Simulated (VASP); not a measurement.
# Tm (Im-3m) in VASP: notebook, part 2 of 2

VASP 6.6.1. Earlier steps stand in the parts before.

**5. Single point, PBE, collinear spin, ferromagnetic start**

This run uses another cell than the first one, of the same volume but with other edges.

Input file INCAR:

```
ADDGRID  = F            
ALGO     = Normal         # electronic algorithm
EDIFF    = 1E-6           # SCF threshold, eV
ENCUT    = 500            # plane-wave cutoff, eV
GGA      = PE             # functional
ISIF     = 2              # what is computed and relaxed
ISMEAR   = -1             # smearing method
ISPIN    = 2              # spin polarisation
LASPH    = T              # aspherical terms in the spheres
LCHARG   = F              # write CHGCAR
LMAXMIX  = 6              # l up to which the mixer works
LORBIT   = 11             # projections on sites
LREAL    = F              # projectors in reciprocal space
LWAVE    = F              # write WAVECAR
MAGMOM   = 2              # initial moments
NELM     = 100            # most SCF steps
PREC     = Accurate       # precision mode
SIGMA    = 0.1            # smearing width, eV
```

Input file KPOINTS:

```
k-points
0
Gamma
  3 3 3
```

Input file POSCAR:

```
Tm
1.0
   -1.8621100000      1.9916120000      1.9516370000
    1.9655340000     -2.0016460000      2.0650950000
    1.8577320000      1.9972680000     -1.9616710000
Tm
1
Direct
   -0.0415270000     -0.0161680000     -0.0347540000
```

The run is started by

```
cat potpaw_PBE.64/Tm/POTCAR > POTCAR
mpirun -np 1 vasp_std > vasp.out
```

It took 74 s on 1 thread of Intel Xeon Platinum 8259CL at 2.50GHz (Skylake/Cascade Lake), shared host; peak memory 0.18 GiB.

These settings aren't checked as converged: the numbers below hold their error.

What came out:

```yaml
Free_energy: -3.9178 eV
Pressure: 3.5 GPa
Band_gap_on_the_k_mesh: none (metal or under the smearing width)
Net_moment: 0.74 μB per cell
Site_moments: Tm +1.04 μB
Valence_electrons_inside_the_program's_atomic_spheres: Tm 21.09
```

Caveat: the k mesh is coarse (spacing up to 0.76 Å⁻¹), so the values aren't converged; the magnetic or orbital state may not be the lowest; spin-orbit coupling is left out, which moves the levels of the heavy elements.

**6. Single point, PBE, collinear spin, ferromagnetic start**

Changes to INCAR since step 5:

```diff
@@ -3,3 +3,3 @@
 EDIFF    = 1E-6           # SCF threshold, eV
-ENCUT    = 500            # plane-wave cutoff, eV
+ENCUT    = 200            # plane-wave cutoff, eV
 GGA      = PE             # functional
```

Input file KPOINTS:

```
k-points
0
Gamma
  5 5 5
```

Input file POSCAR:

```
Tm
1.0
   -1.9705499473      1.9705499473      1.9705499473
    1.9705499473     -1.9705499473      1.9705499473
    1.9705499473      1.9705499473     -1.9705499473
Tm
1
Direct
    0.0000000000      0.0000000000      0.0000000000
```

Potentials or basis: VASP PAW PBE potentials, release 64 (Tm).

The run is started by

```
cat potpaw_PBE.64/Tm/POTCAR > POTCAR
mpirun -np 1 vasp_std > vasp.out
```

OUTCAR:

```text
EDIFF = 1E-6
   ENCUT = 200
   GGA = PE
   ISIF = 2
   ISMEAR = -1
   ISPIN = 2
   LASPH = T
   LORBIT = 11
   LREAL = F
   NELM = 100
   PREC = Accurate

 Found     10 irreducible k-points:

 Following reciprocal coordinates:
            Coordinates               Weight
  0.000000  0.000000  0.000000      1.000000
  0.200000  0.000000  0.000000     12.000000
  0.400000  0.000000  0.000000     12.000000
  0.200000  0.200000  0.000000     24.000000
  0.400000  0.200000  0.000000     24.000000
  0.200000  0.200000  0.200000      8.000000
   k-points           NKPTS =     10   k-points in BZ     NKDIM =     10   number of bands    NBANDS=     16
   number of dos      NEDOS =    301   number of ions     NIONS =      1
   total plane-waves  NPLWV =   4096
   dimension x,y,z NGX =    16 NGY =   16 NGZ =   16
   dimension x,y,z NGXF=    32 NGYF=   32 NGZF=   32
   ions per type =               1
   NGX,Y,Z   is equivalent  to a cutoff of   7.79,  7.79,  7.79 a.u.
   NGXF,Y,Z  is equivalent  to a cutoff of  15.59, 15.59, 15.59 a.u.
 SYSTEM =  unknown system
   PREC   = accura    normal or accurate (medium, high low for compatibility)
   ISTART =      0    job   : 0-new  1-cont  2-samecut
   ICHARG =      2    charge: 1-file 2-atom 10-const
   ISPIN  =      2    spin polarized calculation?
   LNONCOLLINEAR =      F non collinear calculations
[... 186 lines left out ...]
      6       1.9020      0.99602
[... 91 lines left out ...]
      3     -21.0981      1.00000
      4     -21.0981      1.00000
      5       1.7320      0.99927
      6       2.0290      0.98599
[... 8 lines left out ...]
     15       8.2627      0.00000
     16       8.2627      0.00000

 [... further k-points ...]

------------------------ aborting loop because EDIFF is reached ----------------------------------------

  FORCE on cell =-STRESS in cart. coord.  units (eV):
  Direction    XX          YY          ZZ          XY          YZ          ZX
  --------------------------------------------------------------------------------------
  -------------------------------------------------------------------------------------
  Total       -8.8702523     -8.8702523     -8.8702523      0.0000000      0.0000000      0.0000000
  in kB     -464.3273053   -464.3273053   -464.3273053      0.0000000      0.0000000      0.0000000
  external PRESSURE =    -464.3273053 kB  Pullay stress =       0.0000000 kB

 VOLUME and BASIS-vectors are now :
 -----------------------------------------------------------------------------
  energy-cutoff  :      200.00
  volume of cell :       30.61
      direct lattice vectors                 reciprocal lattice vectors
    -1.970549947  1.970549947  1.970549947     0.000000000  0.253736273  0.253736273
     1.970549947 -1.970549947  1.970549947     0.253736273  0.000000000  0.253736273
     1.970549947  1.970549947 -1.970549947     0.253736273  0.253736273  0.000000000

 POSITION                                       TOTAL-FORCE (eV/Angst)
 -----------------------------------------------------------------------------------
      0.00000      0.00000      0.00000         0.000000     -0.000000      0.000000
 -----------------------------------------------------------------------------------
    total drift:                                0.000000      0.000000     -0.000000

  FREE ENERGIE OF THE ION-ELECTRON SYSTEM (eV)
  ---------------------------------------------------
  free  energy   TOTEN  =        -3.0583996762 eV

  energy  without entropy=       -2.7930540706  energy(sigma->0) =       -2.92572687

 total charge

# of ion       s       p       d       f       tot
--------------------------------------------------
    1        2.215   6.460   0.506  12.471  21.652

 magnetization (x)

# of ion       s       p       d       f       tot
--------------------------------------------------
    1        0.002  -0.022  -0.025   1.348   1.303
```

stdout:

```text
POSCAR found type information on POSCAR Tm
 POSCAR found :  1 types and       1 ions
 scaLAPACK will be used
 LDA part: xc-table for (Slater+PW92), standard interpolation
 POSCAR, INCAR and KPOINTS ok, starting setup
 FFT: planning ... GRIDC
 FFT: planning ... GRID_SOFT
 FFT: planning ... GRID
 WAVECAR not read
 entering main loop
```

It took 36 s on 1 thread of Intel Xeon Platinum 8259CL at 2.50GHz (Skylake/Cascade Lake), shared host; peak memory 0.12 GiB.

The run converged, but a check on its numbers failed (symmetry, net force, bounds or a known fault of this set-up), so they aren't taken as properties of the crystal.

Caveat: the k mesh is coarse (spacing up to 0.45 Å⁻¹), so the values aren't converged; the cutoff lies under the usual one of these potentials, so the numbers hold a large basis-set error; the magnetic or orbital state may not be the lowest; a pressure of tens of GPa on the cell as given is suspect, and the run, the potentials or the cell itself is likely at fault; spin-orbit coupling is left out, which moves the levels of the heavy elements.

**7. The reference run**

An earlier run on the cell as given: functional PBE; potentials or basis VASP PAW PBE potentials, release 64 (Tm); cutoff 520 eV; k mesh 10 × 10 × 10; occupations fermi-dirac, width 0.05 eV; collinear spin, ferromagnetic start; starting moments [2.0] μB.

* Pressure: 2.8 GPa
* Band gap on the k mesh: none (metal or under the smearing width)
* Net moment: 1.14 μB per cell
* Site moments: Tm +1.22 μB
* Valence electrons inside the program's atomic spheres: Tm 21.06
